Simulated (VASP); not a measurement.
# AlN (P6_3mc) in VASP: a series of runs

The runs below take AlN through relaxation of cell and atoms, with PBE.

All numbers are computed with VASP 6.6.1; they aren't measurements. Logs are shortened: lines on timing, memory, paths and dates and some standing lists are left out, and cuts for length are marked.

### Step 1. Starting point

It takes space group P6_3mc (No. 186, hexagonal). The conventional cell has a = 3.113 Å, b = 3.113 Å, c = 4.981 Å, α = 90.00°, β = 90.00°, γ = 120.00°. Around Al (site symmetry 3m) lie 4 N at 1.89 Å. N (site symmetry 3m) has 4 Al at 1.89 Å as nearest neighbours.

### Step 2. Relaxation of cell and atoms, PBE

Contents of INCAR:

```
ALGO     = Fast           # electronic algorithm
EDIFF    = 1E-7           # SCF threshold, eV
EDIFFG   = -0.002         # ionic threshold
ENCUT    = 700            # plane-wave cutoff, eV
GGA      = PE             # functional
IBRION   = 2              # ionic algorithm
ISIF     = 3              # what is computed and relaxed
ISMEAR   = 0              # smearing method
KPAR     = 4            
LASPH    = True           # aspherical terms in the spheres
LCHARG   = False          # write CHGCAR
LREAL    = False          # projectors in reciprocal space
LWAVE    = False          # write WAVECAR
NELM     = 100            # most SCF steps
NSW      = 80             # ionic steps
PREC     = Accurate       # precision mode
SIGMA    = 0.02           # smearing width, eV
```

Contents of KPOINTS:

```
k-points
0
Gamma
  12 12 6
```

Contents of POSCAR:

```
AlN
1.0
    3.1130000000      0.0000000000      0.0000000000
   -1.5565000000      2.6959370800      0.0000000000
    0.0000000000      0.0000000000      4.9810000000
Al N
2 2
Direct
    0.3333333300      0.6666666700      0.0000000000
    0.6666666700      0.3333333300      0.5000000000
    0.3333333300      0.6666666700      0.3800000000
    0.6666666700      0.3333333300      0.8800000000
```

Potentials or basis: VASP PAW PBE potentials, release 64 (Al, N).

On the command line:

```console
> cat potpaw_PBE.64/Al/POTCAR potpaw_PBE.64/N/POTCAR > POTCAR
> mpirun -np 4 vasp_std > vasp.out
```

OUTCAR:

```text
EDIFF = 1E-7
   EDIFFG = -0.002
   ENCUT = 700
   GGA = PE
   IBRION = 2
   ISIF = 3
   ISMEAR = 0
   LASPH = True
   LREAL = False
   NELM = 100
   NSW = 80
   PREC = Accurate

 ion  position               nearest neighbor table
   1  0.333  0.667  0.000-   3 1.89   4 1.89   4 1.89   4 1.89   2 3.07   2 3.07   2 3.07   2 3.07
                             2 3.07   2 3.07
   2  0.667  0.333  0.500-   4 1.89   3 1.89   3 1.89   3 1.89   1 3.07   1 3.07   1 3.07   1 3.07
                             1 3.07   1 3.07
   3  0.333  0.667  0.380-   1 1.89   2 1.89   2 1.89   2 1.89
   4  0.667  0.333  0.880-   2 1.89   1 1.89   1 1.89   1 1.89

  LATTYP: Found a hexagonal cell.
 ALAT       =     3.1130000000
 C/A-ratio  =     1.6000642467

  Lattice vectors:

 A1 = (   3.1130000000,   0.0000000000,   0.0000000000)
 A2 = (  -1.5565000000,   2.6959370800,   0.0000000000)
 A3 = (   0.0000000000,   0.0000000000,   4.9810000000)

Analysis of symmetry for initial positions (statically):
=====================================================================
 Subroutine PRICEL returns:
 Original cell was already a primitive cell.

 Routine SETGRP: Setting up the symmetry group for a
 hexagonal supercell.

 Subroutine GETGRP returns: Found 12 space group operations
 (whereof  6 operations were pure point group operations)
 out of a pool of 24 trial point group operations.

The static configuration has the point symmetry C_3v.
 The point group associated with its full space group is C_6v.

Analysis of symmetry for dynamics (positions and initial velocities):
=====================================================================
 Subroutine PRICEL returns:
 Original cell was already a primitive cell.

 Routine SETGRP: Setting up the symmetry group for a
 hexagonal supercell.

 Subroutine GETGRP returns: Found 12 space group operations
 (whereof  6 operations were pure point group operations)
 out of a pool of 24 trial point group operations.

The dynamic configuration has the point symmetry C_3v.
 The point group associated with its full space group is C_6v.

 Subroutine INISYM returns: Found 12 space group operations
 (whereof  6 operations are pure point group operations),
 and found     1 'primitive' translations

----------------------------------------------------------------------------------------

                                     Primitive cell

  volume of cell :      41.8028

[... 111 lines left out ...]
     AMIX     =   0.40;   BMIX     =  1.00
     AMIX_MAG =   1.60;   BMIX_MAG =  1.00
  volume/ion in A,a.u.               =      10.45        70.52
  Fermi-wavevector in a.u.,A,eV,Ry     =   1.188629  2.246183 19.222843  1.412839
  Thomas-Fermi vector in A             =   2.324754
   LORBIT       =      0    0 simple, 1 ext, 2 COOP (PROOUT), +10 PAW based schemes
   GGA     = PE    functional components
   LHFCALC =     F    Hartree Fock is set to
   AEXX    =    0.0000 exact exchange contribution
   IVDW    =     0    specifies the selected vdW correction
   LEPSILON=     F    determine dielectric tensor
   LRPA    =     F    only Hartree local field effects (RPA)
 conjugate gradient relaxation of ions
 non-spin polarized calculation
 RMM-DIIS sequential band-by-band and
 Gauss-broadening in eV      SIGMA  =   0.02
  energy-cutoff  :      700.00
  volume of cell :       41.80
 maximum number of plane-waves:      1785
 NGX is ok and might be reduce to    28
   NGX = 13   NGY = 13   NGZ = 21

--------------------------------------- Ionic step        1  -------------------------------------------

 number of electron      16.0000002 magnetization

 Free energy of the ion-electron system (eV)
  ---------------------------------------------------
  ext. energy  EPLUGINS =         0.00000000
  ---------------------------------------------------
  free energy    TOTEN  =       -29.78050351 eV

  energy without entropy =      -29.78050351  energy(sigma->0) =      -29.78050351

------------------------ aborting loop because EDIFF is reached ----------------------------------------

  FORCE on cell =-STRESS in cart. coord.  units (eV):
  Direction    XX          YY          ZZ          XY          YZ          ZX
  --------------------------------------------------------------------------------------
  -------------------------------------------------------------------------------------
  Total        0.7375616      0.7375616      1.1693528      0.0000000     -0.0000000      0.0000000
  in kB       28.2685443     28.2685443     44.8178211      0.0000000     -0.0000000      0.0000000
  external PRESSURE =      33.7849699 kB  Pullay stress =       0.0000000 kB
[... 215 lines left out ...]
--------------------------------------- Ionic step        7  -------------------------------------------

 number of electron      16.0000001 magnetization

 Free energy of the ion-electron system (eV)
  ---------------------------------------------------
  ext. energy  EPLUGINS =         0.00000000
  ---------------------------------------------------
  free energy    TOTEN  =       -29.78880765 eV

  energy without entropy =      -29.78880765  energy(sigma->0) =      -29.78880765

 E-fermi :   6.0840     XC(G=0): -10.8363

 val. band max:        5.9826586644   @ k =   0.0000   0.0000   0.0000
 cond. band min:      10.0460684016   @ k =   0.0000   0.0000   0.0000
 fundamental gap:      4.0634097373
 Fermi energy:         6.0839744573

 k-point     1 :       0.0000    0.0000    0.0000
  band No.  band energies     occupation
      1      -9.0965      2.00000
      2      -7.0078      2.00000
      3       0.0674      2.00000
      4       5.1380      2.00000
      5       5.1380      2.00000
      6       5.7808      2.00000
      7       5.7808      2.00000
      8       5.9827      2.00000
      9      10.0461      0.00000
     10      12.5112      0.00000
     11      16.4575      0.00000
     12      17.0261      0.00000
[... 331 lines left out ...]
 k-point    24 :       0.3333    0.0000    0.1667
  band No.  band energies     occupation
      1      -7.8013      2.00000
      2      -6.6059      2.00000
      3       1.1354      2.00000
      4       2.0842      2.00000
      5       2.6860      2.00000
      6       4.2414      2.00000
      7       5.2028      2.00000
      8       5.3371      2.00000
      9      11.7713      0.00000
     10      12.5876      0.00000
     11      14.3443      0.00000
     12      16.0306      0.00000

 [... further k-points ...]
[... 5 lines left out ...]
  --------------------------------------------------------------------------------------
  -------------------------------------------------------------------------------------
  Total        0.0020500      0.0020500      0.0015421      0.0000000      0.0000000     -0.0000000
  in kB        0.0772939      0.0772939      0.0581430      0.0000000      0.0000000     -0.0000000
  external PRESSURE =       0.0709102 kB  Pullay stress =       0.0000000 kB
[... 19 lines left out ...]
  FREE ENERGIE OF THE ION-ELECTRON SYSTEM (eV)
  ---------------------------------------------------
  free  energy   TOTEN  =       -29.7888076523 eV

  energy  without entropy=      -29.7888076523  energy(sigma->0) =      -29.78880765

 reached required accuracy - stopping structural energy minimisation
```

OSZICAR:

```text
N       E                     dE             d eps       ncg     rms          rms(c)
DAV:   1     0.678033594462E+02    0.67803E+02   -0.90787E+03  1824   0.152E+03
DAV:   2    -0.293177223080E+02   -0.97121E+02   -0.89837E+02  2664   0.284E+02
DAV:   3    -0.344778892339E+02   -0.51602E+01   -0.51310E+01  2404   0.688E+01
[... 57 lines left out ...]
       N       E                     dE             d eps       ncg     rms          rms(c)
DAV:   1    -0.297888094859E+02   -0.63116E-05   -0.71681E-04  1824   0.253E-01    0.861E-03
RMM:   2    -0.297888081756E+02    0.13103E-05   -0.82501E-06  1824   0.285E-02    0.439E-03
RMM:   3    -0.297888077095E+02    0.46612E-06   -0.19986E-06  1824   0.137E-02    0.139E-03
RMM:   4    -0.297888076523E+02    0.57149E-07   -0.21650E-07  1269   0.654E-03
   7 F= -.29788808E+02 E0= -.29788808E+02  d E =-.448189E-05
```

CONTCAR:

```text
AlN
   1.00000000000000
     3.1279494634278442    0.0000000000000000    0.0000000000000000
    -1.5639747317139221    2.7088836950729140   -0.0000000000000000
    -0.0000000000000000   -0.0000000000000000    5.0149387345814889
  Al              N
     2     2
Direct
     0.3333333300000021    0.6666666699999979    0.9992473279327608
     0.6666666699999979    0.3333333300000021    0.4992473279327608
     0.3333333300000021    0.6666666699999979    0.3807526720672417
     0.6666666699999979    0.3333333300000021    0.8807526720672417

  0.00000000E+00  0.00000000E+00  0.00000000E+00
  0.00000000E+00  0.00000000E+00  0.00000000E+00
  0.00000000E+00  0.00000000E+00  0.00000000E+00
  0.00000000E+00  0.00000000E+00  0.00000000E+00
```

It took 65 s on 4 MPI ranks of Intel Xeon Platinum 8259CL at 2.50GHz (Skylake/Cascade Lake), shared host; peak memory 0.23 GiB.

What came out:

```yaml
Free_energy: -29.7888 eV
Relaxed_volume: 10.62 Å³/atom
Relaxed_cell: a = 3.128 Å, b = 3.128 Å, c = 5.015 Å, α = 90.00°, β = 90.00°, γ = 120.00°
Space_group_after_relaxing_to_0.05_Å: P6_3mc (No. 186)
Energy_gained_by_relaxing: 2.1 meV/atom
Ionic_steps: 7
Pressure_after_relaxing: 0.0 GPa
Band_gap_on_the_k_mesh: 4.06 eV, direct
```

Step by step:
```csv
step,energy change (eV),largest force (eV/Å),pressure (GPa),volume (Å³)
1,0.0000,0.1291,3.38,41.80
2,-0.0014,0.0917,-2.88,43.15
3,-0.0083,0.0054,0.00,42.50
4,-0.0083,0.0033,-0.06,42.51
5,-0.0083,0.0051,0.03,42.49
6,-0.0083,0.0052,0.04,42.49
7,-0.0083,0.0009,0.01,42.49
```

Final structure:
```
CELL_PARAMETERS angstrom
3.12795 0.00000 0.00000
-1.56397 2.70888 0.00000
0.00000 0.00000 5.01494
ATOMIC_POSITIONS crystal
Al 0.33333 0.66667 0.99925
Al 0.66667 0.33333 0.49925
N 0.33333 0.66667 0.38075
N 0.66667 0.33333 0.88075
```

### Step 3. Relaxation of cell and atoms, PBE

This run uses another cell than the first one, of 10.62 Å³/atom, 1.017 times its volume.

INCAR is that of step 2.

KPOINTS is that of step 2.

Contents of POSCAR:

```
AlN                                     
1.0
    3.1279494634      0.0000000000      0.0000000000
   -1.5639747317      2.7088836951     -0.0000000000
   -0.0000000000     -0.0000000000      5.0149387346
  Al              N             
     2     2
Direct
     0.3333333300000021    0.6666666699999979    0.9992473279327608
     0.6666666699999979    0.3333333300000021    0.4992473279327608
     0.3333333300000021    0.6666666699999979    0.3807526720672417
     0.6666666699999979    0.3333333300000021    0.8807526720672417
```

Potentials or basis: VASP PAW PBE potentials, release 64 (Al, N).

On the command line:

```console
> cat potpaw_PBE.64/Al/POTCAR potpaw_PBE.64/N/POTCAR > POTCAR
> mpirun -np 4 vasp_std > vasp.out
```

OUTCAR:

```text
EDIFF = 1E-7
   EDIFFG = -0.002
   ENCUT = 700
   GGA = PE
   IBRION = 2
   ISIF = 3
   ISMEAR = 0
   LASPH = True
   LREAL = False
   NELM = 100
   NSW = 80
   PREC = Accurate

 ion  position               nearest neighbor table
   1  0.333  0.667  0.999-   4 1.90   4 1.90   4 1.90   3 1.91   2 3.09   2 3.09   2 3.09   2 3.09
                             2 3.09   2 3.09
   2  0.667  0.333  0.499-   3 1.90   3 1.90   3 1.90   4 1.91   1 3.09   1 3.09   1 3.09   1 3.09
                             1 3.09   1 3.09
   3  0.333  0.667  0.381-   2 1.90   2 1.90   2 1.90   1 1.91
   4  0.667  0.333  0.881-   1 1.90   1 1.90   1 1.90   2 1.91

  LATTYP: Found a hexagonal cell.
 ALAT       =     3.1279494634
 C/A-ratio  =     1.6032671861

  Lattice vectors:

 A1 = (   3.1279494634,   0.0000000000,   0.0000000000)
 A2 = (  -1.5639747317,   2.7088836951,   0.0000000000)
 A3 = (   0.0000000000,   0.0000000000,   5.0149387346)

Analysis of symmetry for initial positions (statically):
=====================================================================
 Subroutine PRICEL returns:
 Original cell was already a primitive cell.

 Routine SETGRP: Setting up the symmetry group for a
 hexagonal supercell.

 Subroutine GETGRP returns: Found 12 space group operations
 (whereof  6 operations were pure point group operations)
 out of a pool of 24 trial point group operations.

The static configuration has the point symmetry C_3v.
[... 245 lines left out ...]
--------------------------------------- Ionic step        3  -------------------------------------------

 number of electron      16.0000001 magnetization

 Free energy of the ion-electron system (eV)
  ---------------------------------------------------
  ext. energy  EPLUGINS =         0.00000000
  ---------------------------------------------------
  free energy    TOTEN  =       -29.78976666 eV

  energy without entropy =      -29.78976666  energy(sigma->0) =      -29.78976666

 E-fermi :   6.0831     XC(G=0): -10.8360

 val. band max:        5.9820923217   @ k =   0.0000   0.0000   0.0000
 cond. band min:      10.0447060973   @ k =   0.0000   0.0000   0.0000
 fundamental gap:      4.0626137756
 Fermi energy:         6.0830859393

 k-point     1 :       0.0000    0.0000    0.0000
  band No.  band energies     occupation
      1      -9.0967      2.00000
      2      -7.0083      2.00000
      3       0.0670      2.00000
      4       5.1373      2.00000
      5       5.1373      2.00000
      6       5.7801      2.00000
      7       5.7801      2.00000
      8       5.9821      2.00000
      9      10.0447      0.00000
     10      12.5098      0.00000
     11      16.4563      0.00000
     12      17.0247      0.00000
[... 331 lines left out ...]
 k-point    24 :       0.3333    0.0000    0.1667
  band No.  band energies     occupation
      1      -7.8016      2.00000
      2      -6.6064      2.00000
      3       1.1349      2.00000
      4       2.0836      2.00000
      5       2.6854      2.00000
      6       4.2407      2.00000
      7       5.2022      2.00000
      8       5.3363      2.00000
      9      11.7702      0.00000
     10      12.5866      0.00000
     11      14.3430      0.00000
     12      16.0292      0.00000

 [... further k-points ...]
[... 5 lines left out ...]
  --------------------------------------------------------------------------------------
  -------------------------------------------------------------------------------------
  Total       -0.0007064     -0.0007064     -0.0004822      0.0000000      0.0000000      0.0000000
  in kB       -0.0266310     -0.0266310     -0.0181815      0.0000000      0.0000000      0.0000000
  external PRESSURE =      -0.0238145 kB  Pullay stress =       0.0000000 kB
[... 19 lines left out ...]
  FREE ENERGIE OF THE ION-ELECTRON SYSTEM (eV)
  ---------------------------------------------------
  free  energy   TOTEN  =       -29.7897666620 eV

  energy  without entropy=      -29.7897666620  energy(sigma->0) =      -29.78976666

 reached required accuracy - stopping structural energy minimisation
```

OSZICAR:

```text
N       E                     dE             d eps       ncg     rms          rms(c)
DAV:   1     0.647371231725E+02    0.64737E+02   -0.90226E+03  1824   0.151E+03
DAV:   2    -0.294972752040E+02   -0.94234E+02   -0.86949E+02  2732   0.280E+02
DAV:   3    -0.344285492861E+02   -0.49313E+01   -0.49059E+01  2396   0.674E+01
[... 22 lines left out ...]
       N       E                     dE             d eps       ncg     rms          rms(c)
DAV:   1    -0.297897686425E+02   -0.35369E-05   -0.59369E-05  2176   0.749E-02    0.991E-03
RMM:   2    -0.297897665423E+02    0.21002E-05   -0.61064E-06  1824   0.191E-02    0.279E-03
RMM:   3    -0.297897666502E+02   -0.10794E-06   -0.14447E-06  1812   0.115E-02    0.938E-04
RMM:   4    -0.297897666620E+02   -0.11800E-07   -0.74673E-08  1106   0.364E-03
   3 F= -.29789767E+02 E0= -.29789767E+02  d E =-.203323E-06
```

CONTCAR:

```text
AlN
   1.00000000000000
     3.1280304217801587    0.0000000000000000   -0.0000000000000000
    -1.5640152108900793    2.7089538071137147    0.0000000000000000
     0.0000000000000000    0.0000000000000000    5.0150912747066245
  Al              N
     2     2
Direct
     0.3333333300000021    0.6666666699999979    0.9992451403510751
     0.6666666699999979    0.3333333300000021    0.4992451403510753
     0.3333333300000021    0.6666666699999979    0.3807548596489273
     0.6666666699999979    0.3333333300000021    0.8807548596489274

  0.00000000E+00  0.00000000E+00  0.00000000E+00
  0.00000000E+00  0.00000000E+00  0.00000000E+00
  0.00000000E+00  0.00000000E+00  0.00000000E+00
  0.00000000E+00  0.00000000E+00  0.00000000E+00
```

Run time: 29 s. Hardware: 4 MPI ranks of Intel Xeon Platinum 8259CL at 2.50GHz (Skylake/Cascade Lake), shared host; peak memory 0.22 GiB.

What came out:

```
Free energy               : -29.7898 eV
Energy gained by relaxing : 0.0 meV/atom
Ionic steps               : 3
Pressure after relaxing   : 0.0 GPa
Band gap on the k mesh    : 4.06 eV, direct
```

Final structure:
```
Al N
1.0
     3.12803    0.00000    0.00000
    -1.56402    2.70895    0.00000
     0.00000    0.00000    5.01509
Al N
2 2
Direct
  0.33333 0.66667 0.99925
  0.66667 0.33333 0.49925
  0.33333 0.66667 0.38075
  0.66667 0.33333 0.88075
```

A k mesh can miss the band edges. As with any semilocal functional, this PBE gap is likely too small.
